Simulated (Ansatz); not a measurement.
ZnS: symmetry broken, then relaxed

Level of theory: DFT r2SCAN, scalar-relativistic, plane waves, PAW (Ansatz 0.2.0). Settings: plane waves to 500 eV, k-mesh 6×6×4 (Γ-centred), Gaussian smearing 0.05 eV. No spin polarisation. Energies are free energies at this smearing, counted from the undisturbed cell; pressure is positive in compression.

Zero of the scan (relaxed at this level):

```yaml
crystal:
  lattice:
    - [0.00000, -2.69451, -2.69451]
    - [0.00000, 2.69451, -2.69451]
    - [5.38903, 0.00000, 0.00000]
  atoms:
    - { symbol: Zn, position: [0.50000, 0.50000, 0.50000] }
    - { symbol: Zn, position: [0.00000, 0.00000, 0.00000] }
    - { symbol: S, position: [0.00000, 0.50000, 0.25000] }
    - { symbol: S, position: [0.50000, 0.00000, 0.75000] }
```

The atoms are displaced (Å, in the unstrained cell):

```
atom ux uy uz
 Zn1   0.001   0.008   0.006
 Zn2  -0.001  -0.023  -0.004
  S3   0.002   0.014  -0.005
  S4  -0.001   0.001   0.002
```

The cell is strained by (0.0115, -0.0035, -0.0080, 0.0356, 0.0502, 0.0390) (xx, yy, zz, yz, xz, xy; engineering shear). Cell and atoms are then relaxed.

Q: Does the relaxation return to the undisturbed structure?

A: Yes (up to a choice of domain or origin): same space group and volume, and an energy 0.0 meV/atom from it. The disturbance itself cost 21.8 meV/atom. The final space group reads F-43m (tolerance 0.05 Å) and the volume changes by -0.02 %.

Final structure:

```xyz
4
Lattice="-0.0009 -2.6946 -2.6944 -0.0001 2.6941 -2.6939 5.3891 0.0007 0.0010" Properties=species:S:1:pos:R:3 pbc="T T T"
Zn    2.6940    0.0014   -2.6933
Zn    5.3889    2.6933   -2.6933
S     1.3464   -1.3470   -4.0402
S     4.0414   -1.3469   -1.3471
```

The relaxation, step by step (energy from the first step; small jumps at an unchanged geometry come where the plane waves are selected anew for the new cell):

| step | ΔE (meV/atom) | largest force component (eV/Å) | pressure (GPa) |
| --- | --- | --- | --- |
| 1 | 0.0 | 0.306 | 0.52 |
| 2 | -18.7 | 0.203 | 0.03 |
| 3 | -21.7 | 0.004 | 0.02 |
| 4 | -21.8 | 0.004 | 0.02 |

Cost: 3 runs of about 1.4 core-minutes in all, on Intel Xeon 6975P-C (Granite Rapids) (shared hosts).